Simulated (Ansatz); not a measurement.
**Preparing GaN (P6_3mc) as a host crystal**

Before any defect goes in: GaN (P6_3mc) at rest, and how it screens a charge.

Program: Ansatz 0.2.0. Level of theory: plane-wave PAW DFT, PBEsol; relaxation of the host's cell and atoms; PAW set soft_1, in the first sound run; inputs show where later runs differ. Results are calculated unless marked as measured.

## Step 1: Set-up

Symmetry: P6_3mc, No. 186, hexagonal system. The conventional cell has a = 3.189 Å, b = 3.189 Å, c = 5.192 Å, α = 90.00°, β = 90.00°, γ = 120.00°. Nearest to Ga lie 4 N at 1.95 to 1.96 Å. Nearest to N lie 4 Ga at 1.95 to 1.96 Å. Farther neighbours and most contacts between anions are not listed.

## Step 2: Host cell relaxation

Cell and atoms are relaxed together, until forces and stress fall under their thresholds.

Input file cell/input.yaml:

```yaml
crystal:
  lattice:
    - [3.1889304, 0.0, 0.0]
    - [-1.5944652, 2.7616947, 0.0]
    - [0.0, 0.0, 5.1923572]
  atoms:
    - { symbol: Ga, position: [0.66666667, 0.33333333, 0.49908371] }
    - { symbol: Ga, position: [0.33333333, 0.66666667, 0.99908371] }
    - { symbol: "N", position: [0.66666667, 0.33333333, 0.87591629] }
    - { symbol: "N", position: [0.33333333, 0.66666667, 0.37591629] }
basis:
  ecutwfc: 420
  xc_grid: 2
hamiltonian:
  xc: pbesol
  pseudopotentials: { kind: paw, azcp: { folder: soft_1 }, xc_functional: pbe }
kpoints:
  mp_grid: { grid: [10, 10, 6] }
scf:
  occupations: { method: fixed }
  max_iter: 100
relax:
  f_tol: 0.005
  max_steps: 60
  cell: {}
output:
  forces: true
  stress: true
checkpoint:
  write: "../cell.run"
  compress: false
  write_wavefunctions: false
  write_every: 100000
```

The run is started by

```
> ansatz run input.yaml --threads 32 --pin off --max-ram 84787MiB --backend cuda --events-out ev --progress --plain --runs-dir out --max-vram 78GiB
```

Numbers of over 12 decimals in the logs are rounded to 6 here.

The log of the run:

```text
[... repeated set-up lines and file paths are left out, and long positions are rounded to six places ...]
Engine: ansatz 0.2.0, aarch64-unknown-linux-gnu
Pseudopotentials: kind: paw
Pseudopotential: Ga, paw, valence charge 13, recommended cutoff 420 eV (normal), soft_1/Ga.paw.azcp
Pseudopotential: N, paw, valence charge 5, recommended cutoff 420 eV (normal), soft_1/N.paw.azcp
Functional definition: PBEsol
  exchange = pbesol_x
  correlation = pbesol_c
[...]
Crystal: 4 atoms, lattice volume = 45.728 Å³
Basis set: ecut = 420 eV, 917 PW (Γ), exchange–correlation on 48×48×72 points (8 copies of the dense FFT grid, shifted against one another)
Bands: 22, of which v1, the nominal top of the filled ones, is band 18 counted from 1 (17 counted from 0)
Symmetry: 12 space group operations
Space group: P63mc (ITA 186), of the structure as read, at distance tolerance 3.6e-5 Å
k-points: 56 of 600 (time reversal used)
Non-local potential: Ga, projectors of the file, l = 0: 2, l = 1: 2, l = 2: 3, l = 3: 1
Non-local potential: N, projectors of the file, l = 0: 2, l = 1: 2, l = 2: 1
PAW form: soft (Blöchl's): semilocal exchange-correlation on the pseudo side does not see the compensation charge
PAW frozen core: Ga, regenerated for the run's functional, and the local potential with it (the file was generated under x = pbe(κ = 0.804, μ = 0.219515), c = pbe(β = 0.066725))
PAW frozen core: N, regenerated for the run's functional, and the local potential with it (the file was generated under x = pbe(κ = 0.804, μ = 0.219515), c = pbe(β = 0.066725))
PAW one-centre angular grid: Ga, 590 points (default); XC on 64 Gauss nodes
PAW one-centre angular grid: N, 110 points (default); XC on 64 Gauss nodes
Initial density: superposition of atomic densities (chi_scale 0.1, normalization cell, long waves kept (reshape's long-wave potential 0.00 eV rms))
Initial wavefunctions: pseudopotential atomic-orbital guess
[...]
Functional: x = pbesol(κ = 0.804, μ = 0.123457), c = pbesol(β = 0.046)
SCF iter   1: F=—  HF=-8246.847069 eV  |Δ(HF+E_count)|=         —  Δρ=1.04e-1  dr2=4.16e0  Hψ=4413
preconditioner: auto → Resta (q_TF=auto, 2.622 Å⁻¹)  ε∞=4.9  [insulator: Δε(μ)=2.625 eV  Ē_g=16.790 eV  n_scr=22 (ndim 8)  ℏωp=32.9 eV  f_vac=0.000  ε∞_Penn≈4.9]
SCF iter   2: F=—  HF=-8245.822705 eV  |Δ(HF+E_count)|=    1.02e0  Δρ=4.55e-2  dr2=5.00e-1  Hψ=2309
[...]
SCF iter   9: F=-8245.699792 eV  HF=-8245.699792 eV  |Δ(HF+E_count)|=   2.07e-7  Δρ=2.36e-6  dr2=2.16e-9  Hψ=4478
SCF 1 converged in 9 iterations: F = -8245.699792 eV  dr2 = 2.16e-9
  greatest PAW one-centre occupation: 0.995 electrons in one spin orbital (limit 2), on the Ga atom at site 0 (counted from 0), in its partial waves of l = 2
relax step   1: F+E_penalty+E_count = -8245.69979174 eV  Δ(F+E_penalty+E_count) = +0.000e0 eV  max|allowed force component| = 5.778e-3 eV/Å  Δτ_max = 0.0000 Å  P = -0.963 GPa  Ω = 45.728 Å³  (9 SCF iters, dr2 threshold 1.00e-7 eV, accepted)
[... the SCF cycles and remarks between the steps are left out from here to the last step ...]
relax step   2: F+E_penalty+E_count = -8245.70065717 eV  Δ(F+E_penalty+E_count) = -8.654e-4 eV  max|allowed force component| = 3.660e-3 eV/Å  Δτ_max = 0.0004 Å  P = -0.388 GPa  Ω = 45.588 Å³  energy of the carried Pulay correction = +2.621e-4 eV  (4 SCF iters, dr2 threshold 4.00e-7 eV, accepted)
relax step   3: F+E_penalty+E_count = -8245.70094858 eV  Δ(F+E_penalty+E_count) = -2.914e-4 eV  max|allowed force component| = 9.875e-4 eV/Å  Δτ_max = 0.0001 Å  P = +0.006 GPa  Ω = 45.494 Å³  energy of the carried Pulay correction = +4.398e-4 eV  (4 SCF iters, dr2 threshold 4.00e-7 eV, accepted)
[...]
iter 1 solved again at ethr=2.07e-8 eV; its pass at ethr=3.10e-3 eV (dr2=7.44e-6 eV) is discarded
SCF iter   1: F=—  HF=-8245.700386 eV  |Δ(HF+E_count)|=         —  Δρ=2.27e-5  dr2=5.21e-8  Hψ=8125
[...]
SCF iter   2: F=—  HF=-8245.700525 eV  |Δ(HF+E_count)|=   1.39e-4  Δρ=1.60e-5  dr2=4.06e-8  Hψ=2238
SCF iter   3: F=—  HF=-8245.700525 eV  |Δ(HF+E_count)|=   2.12e-8  Δρ=4.86e-6  dr2=4.15e-9  Hψ=2315
SCF iter   4: F=—  HF=-8245.700525 eV  |Δ(HF+E_count)|=  9.91e-10  Δρ=9.12e-7  dr2=3.03e-10  Hψ=2233
SCF iter   5: F=—  HF=-8245.700525 eV  |Δ(HF+E_count)|=  5.11e-10  Δρ=5.13e-7  dr2=1.30e-10  Hψ=2124
SCF iter   6: F=-8245.700525 eV  HF=-8245.700525 eV  |Δ(HF+E_count)|=  3.64e-12  Δρ=1.34e-7  dr2=7.15e-12  Hψ=6189
SCF 4 converged in 6 iterations: F = -8245.700525 eV  dr2 = 7.15e-12
relax step   4: F+E_penalty+E_count = -8245.70052484 eV  Δ(F+E_penalty+E_count) = +4.237e-4 eV  max|allowed force component| = 1.013e-3 eV/Å  Δτ_max = 0.0000 Å  P = -0.007 GPa  Ω = 45.494 Å³  stress off target by 1.21e-2 GPa  SCF on the basis re-selected at this cell (its energy is not comparable with the rows above)  (6 SCF iters)
basis re-selected at this cell: Δ(F+E_penalty+E_count) = +4.237e-4 eV, ΔP = -0.013 GPa vs the last step (what re-selecting the basis moved, of the pressure what is left beyond the Pulay correction that the steps carried, after the strain that the cell walked [...]
SCF converged after 6 iterations
Free energy (F): -8245.700525 eV
Harris-Foulkes:  -8245.700525 eV  (|F-HF|=7.28e-12)
Internal energy: -8245.700525 eV  (E = F + TS)
E sigma→0 (E₀):  -8245.700525 eV
Fermi energy:    9.608287 eV
--- Per-component energies (eV) ---
  E_band       = -13.556934
  E_kinetic    = 481.083799
  E_local      = -2826.284781  (includes V_loc(G=0)·N_el)
  E_nonlocal   = -107.498525
  E_hartree    = 1786.249424
  E_xc         = -242.666614
  E_vxc        = -261.374435  (∫ρ·V_xc dr)
  E_paw        = -4160.405238  (= ΣΔE_a)
  E_vpaw       = -871.983203  (= ΣTr[D̂ρ^β])
  E_aug_tail   = 0.001420  (compensation charges beyond the density's cutoff)
  E_ewald      = -3177.962166
  E_core_change = 1.782156  (= ΣΔE_core)
  E_smearing   = -0.000000  (= −TS)
  E_closure    = 0.000000  (closes the sum)
  Σ components = -8245.700525   (vs F -8245.700525, Δ=0.00e0)
--- Forces (eV/Å), atoms counted from 1 ---
  atom   1  Ga     0.00000000    -0.00000000     0.00101242
  atom   2  Ga     0.00000000     0.00000000     0.00101242
  atom   3  N      0.00000000     0.00000000    -0.00101341
  atom   4  N      0.00000000    -0.00000000    -0.00101341
  max |Σ_I F_I| component: 1.98e-6 eV/Å
--- Stress (GPa, compression-positive) ---
       -0.012058       0.000000      -0.000000
        0.000000      -0.012058      -0.000000
       -0.000000      -0.000000       0.003658
  P = ⅓ Tr σ = -0.0068 GPa (-0.068 kbar)
--- Band table (eV; the first three rows and the last of 56) ---
  k-point 0: bands = ["-6.4006", "-5.4656", "-3.8717", "-3.8562", "-3.8562", "-3.7947", "-3.7947", "-3.6005", "-3.6005", "-3.5006", [... rest cut ...]
  k-point 1: bands = ["-6.3181", "-5.4972", "-3.8548", "-3.8548", "-3.8495", "-3.8013", "-3.8013", "-3.5912", "-3.5912", "-3.5050", [... rest cut ...]
--- Relaxed structure (3 steps of the walk, 3 accepted, 1 SCFs on fresh bases) ---
  F+E_penalty+E_count = -8245.70052484 eV   max|allowed force component| = 1.013e-3 eV/Å   (the final SCF, on the basis selected at the relaxed cell)
  cell:  # Å, volume = 45.4940 Å³
    - [3.182862, 0, 0]
    - [-1.591431, 2.756439, -1.6510456767796452e-19]
    - [0, -3.1041877472777448e-19, 5.185462]
  atoms:
    - { symbol: Ga, position: [0.666667, 0.333333, 0.499179] }
    - { symbol: Ga, position: [0.333333, 0.666667, 0.999179] }
    - { symbol: N, position: [0.666667, 0.333333, 0.875821] }
    - { symbol: N, position: [0.333333, 0.666667, 0.375821] }
```

The job ended after 2 s (1 × NVIDIA GB200 with 32 threads of Arm Neoverse V2, shared host; peak memory 0.91 GiB; 7.6 s of CPU time).

Relaxation path:

```
step  energy less that of the first step (eV)  largest force component (eV/Å)  pressure (GPa)  volume (Å³)
   1                                   0.0000                          0.0058           -0.96        45.73
   2                                  -0.0009                          0.0037           -0.39        45.59
   3                                  -0.0012                          0.0010            0.01        45.49
  4*                                  -0.0007                          0.0010           -0.01        45.49
```

Relaxation steps marked * repeat the geometry before them on a plane-wave basis chosen anew for their cell, so energy and pressure can jump there.

Forces are held to the 12 operations that the run works with; a distortion that breaks them can't arise in this run.

```
conventional cell, symmetrised  before  after  change
                         a (Å)   3.189  3.183  -0.2 %
                         b (Å)   3.189  3.183  -0.2 %
                         c (Å)   5.192  5.185  -0.1 %
              volume (Å³/atom)   11.43  11.37  -0.5 %
```

The relaxed structure:

```xyz
4
Lattice="3.1829 0.0000 0.0000 -1.5914 2.7564 0.0000 0.0000 0.0000 5.1855" Properties=species:S:1:pos:R:3 pbc="T T T"
Ga    1.5914    0.9188    2.5885
Ga    0.0000    1.8376    5.1812
N     1.5914    0.9188    4.5415
N     0.0000    1.8376    1.9488
```

Numbers from this step:

| Item | Value |
| --- | --- |
| pressure | -0.006819 GPa |

## Step 3: Dielectric tensors of the host

The response to a uniform electric field gives the electronic dielectric tensor.

This step: plane-wave PAW DFPT, PBEsol; dielectric tensors, Born charges and zone-centre modes of the host; PAW set soft_1 (Ansatz 0.2.0).

Input file eps/input.yaml:

```yaml
crystal:
  lattice:
    - [3.1828619056, 0.0, 0.0]
    - [-1.5914309528, 2.756439267, 0.0]
    - [0.0, 0.0, 5.1854621329]
  atoms:
    - { symbol: Ga, position: [0.6666666667, 0.3333333333, 0.4991792422] }
    - { symbol: Ga, position: [0.3333333333, 0.6666666667, 0.9991792422] }
    - { symbol: "N", position: [0.6666666667, 0.3333333333, 0.8758207578] }
    - { symbol: "N", position: [0.3333333333, 0.6666666667, 0.3758207578] }
basis:
  ecutwfc: 420
hamiltonian:
  xc: pbesol
  pseudopotentials: { kind: paw, azcp: { folder: soft_1 }, xc_functional: pbe }
kpoints:
  mp_grid: { grid: [9, 9, 5] }
scf:
  occupations: { method: fixed }
  max_iter: 100
phonons:
  method: dfpt
  dielectric: true
  rigid_motions: translations
```

The log of the run:

```text
[...]
Crystal: 4 atoms, lattice volume = 45.494 Å³
Basis set: ecut = 420 eV, 893 PW (Γ), exchange–correlation on 48×48×72 points (8 copies of the dense FFT grid, shifted against one another)
Bands: 22, of which v1, the nominal top of the filled ones, is band 18 counted from 1 (17 counted from 0)
Symmetry: 12 space group operations
k-points: 115 of 405 (irreducible under 2 space group operations, time reversal used)
[...]
SCF iter   1: F=—  HF=-8246.859894 eV  |Δ(HF+E_count)|=         —  Δρ=1.04e-1  dr2=4.20e0  Hψ=9075
[...]
SCF iter   2: F=—  HF=-8245.823220 eV  |Δ(HF+E_count)|=    1.04e0  Δρ=4.56e-2  dr2=5.02e-1  Hψ=4928
[...]
SCF iter  10: F=-8245.700344 eV  HF=-8245.700344 eV  |Δ(HF+E_count)|=  7.40e-10  Δρ=3.49e-7  dr2=4.04e-11  Hψ=15788
SCF 1 converged in 10 iterations: F = -8245.700344 eV  dr2 = 4.04e-11
[...]
the response reads at least the filled bands of the reference SCF and the lowest empty band at each k-point, and that SCF's band table does not vouch for those bands. The notice of the band table in this run's record says why
[...]
NSCF: frozen V_eff on 1 k-points
[...]
NSCF: frozen V_eff on 36 k-points, pencils in batches of 32, up to order 88
[...]
DFPT response loops at q = (0, 0, 0) (fractional): preconditioner auto → Resta (q_TF=auto, 2.624 Å⁻¹)  ε∞=5.7 (no band partly filled); β = 1.00, the filter's whole step (`scf.mixing.beta` (0.50) is not read by the response loops at its default; [...]
[...]
DFPT response loops at Γ: preconditioner auto → Resta (q_TF=auto, 2.624 Å⁻¹)  ε∞=5.7 (no band partly filled); β = 1.00, the filter's whole step (`scf.mixing.beta` (0.50) is not read by the response loops at its default; [...]
── the response to a field inside a basis, on 12×12×8 k-points: an SCF that follows is theirs, and a resumed run solves both again ──
[...]
Bands: 19, of which v1, the nominal top of the filled ones, is band 18 counted from 1 (17 counted from 0)
k-points: 168 of 1152 (irreducible under 4 space group operations, time reversal used)
[...]
Eigensolver: Dense (168 Hₖ)
SCF iter   1: F=—  HF=-8245.697712 eV  |Δ(HF+E_count)|=         —  Δρ=3.48e-4  dr2=1.64e-5
[...]
SCF iter   4: F=-8245.697711 eV  HF=-8245.697711 eV  |Δ(HF+E_count)|=   1.84e-6  Δρ=1.07e-5  dr2=2.57e-8
SCF 1 converged in 4 iterations: F = -8245.697711 eV  dr2 = 2.57e-8
[...]
WARN: field response: ε∞ stands inside a basis, on 12×12×8 points; [...]
SCF converged after 10 iterations
Free energy (F): -8245.700344 eV
[...]
Internal energy: -8245.700344 eV  (E = F + TS)
E sigma→0 (E₀):  -8245.700344 eV
Fermi energy:    9.608406 eV
[...]
--- Band table (eV; the first three rows and the last of 115) ---
[...]
--- Phonons (Γ-DFPT): 4 representative perturbations + reference (Σ response iterations 22) ---
  k mesh reduced under 2 symmetry operations, with k and −k counted as one. Each operation leaves every solved perturbation unchanged. A smaller set is not considered because the run solves the response to a homogeneous field
  ASR residual: 1.998e-4 → 0.000e0 eV/Å²; symmetrization residual: 9.965e-10 eV/Å²
  ASR residual per site (eV/Å²): 1.70e-4 1.70e-4 2.00e-4 2.00e-4
  Γ frequencies (cm⁻¹): 0.00 0.00 0.00 136.42 136.42 327.00 521.32 543.91 543.91 552.53 552.53 677.26
  ε∞ (high-frequency dielectric tensor):
        5.833899    -0.000000     0.000000
        0.000000     5.833899    -0.000000
        0.000000    -0.000000     6.017787
  ε⁰ (static dielectric tensor: ions relaxed, cell fixed):
       10.102242    -0.000000    -0.000000
        0.000000    10.102242     0.000000
       -0.000000     0.000000    11.180844
  ε⁰ − ε∞ (ionic part):
        4.268343     0.000000    -0.000000
        0.000000     4.268343     0.000000
       -0.000000     0.000000     5.163058
  softest optical mode at Γ: 136.42 cm⁻¹; the repairs (sum rule, projections) moved no ω² at Γ by more than (1.97 cm⁻¹)²
  Born effective charges Z* (e; rows j = field, columns β = displacement):
    site 0:
         2.60934   -0.00000   -0.00000
         0.00000    2.60934   -0.00000
         0.00000   -0.00000    2.75061
    site 1:
         2.60934   -0.00000   -0.00000
         0.00000    2.60934   -0.00000
         0.00000    0.00000    2.75061
    site 2:
        -2.60934    0.00000    0.00000
         0.00000   -2.60934    0.00000
        -0.00000   -0.00000   -2.75061
    site 3:
        -2.60934   -0.00000    0.00000
        -0.00000   -2.60934    0.00000
        -0.00000    0.00000   -2.75061
  Z* charge neutrality: 2.335e-3 e pre-enforcement
  solved inside a basis spanned on kpoints, on 12×12×8 k-points, its susceptibility summed on 18×18×10: ε∞ is read to err by 1.7e-2, Z* by 1.5e-2 e (field_mesh: kpoints solves on kpoints); Z* is corrected for what the basis lacks
  optical modes at Γ without the LO–TO term, one row a degenerate level:
      ω (cm⁻¹)  modes    IR ((D/Å)²/amu)
        136.42      2             0.0000
        327.00      1             0.0000
        521.32      1            29.9302
        543.91      2            53.8698
        552.53      2             0.0000
        677.26      1             0.0000
  optical modes at Γ + LO–TO along q̂ = [1.0000, 0.0000, 0.0000]:
      ω (cm⁻¹)  modes    IR ((D/Å)²/amu)
        136.42      2             0.0000
        327.00      1             0.0000
        521.32      1            29.9302
        543.91      1            26.9349
        552.53      2             0.0000
        677.26      1             0.0000
        715.75      1            26.9349
  optical modes at Γ + LO–TO along q̂ = [0.0000, 1.0000, 0.0000]:
      ω (cm⁻¹)  modes    IR ((D/Å)²/amu)
        136.42      2             0.0000
        327.00      1             0.0000
        521.32      1            29.9302
        543.91      1            26.9349
        552.53      2             0.0000
        677.26      1             0.0000
        715.75      1            26.9349
  optical modes at Γ + LO–TO along q̂ = [0.0000, 0.0000, 1.0000]:
      ω (cm⁻¹)  modes    IR ((D/Å)²/amu)
        136.42      2             0.0000
        327.00      1             0.0000
        543.91      2            53.8698
        552.53      2             0.0000
        677.26      1             0.0000
        710.60      1            29.9302
```

It took 9.8 s on 1 × NVIDIA GB200 with 32 threads; peak memory 2 GiB; 79 s of CPU time.

Electronic dielectric tensor:

```
5.83 0.00 0.00
0.00 5.83 0.00
0.00 0.00 6.02
```

Static dielectric tensor:

```
10.10  0.00  0.00
 0.00 10.10  0.00
 0.00  0.00 11.18
```

The principal values of the electronic dielectric tensor are 5.83, 5.83 and 6.02. The principal values of the static dielectric tensor are 10.10, 10.10 and 11.18.

(Part 1 of 3 ends here.)

[Logs are printed without paths, hosts, clocks, repeated set-up lines and the standing remarks that a program may print on its own settings, such as how far it seeks lower states.]

[Hosts, paths, dates, database ids (printed as entryN), source tags and the programs' standing remarks are cut or masked in the printed files.]

[Runs of the host that timed out are not shown.]

[For some hosts the program warned that the k-mesh of the response run may be too coarse for force constants and the static dielectric constant; such warnings are not always shown.]
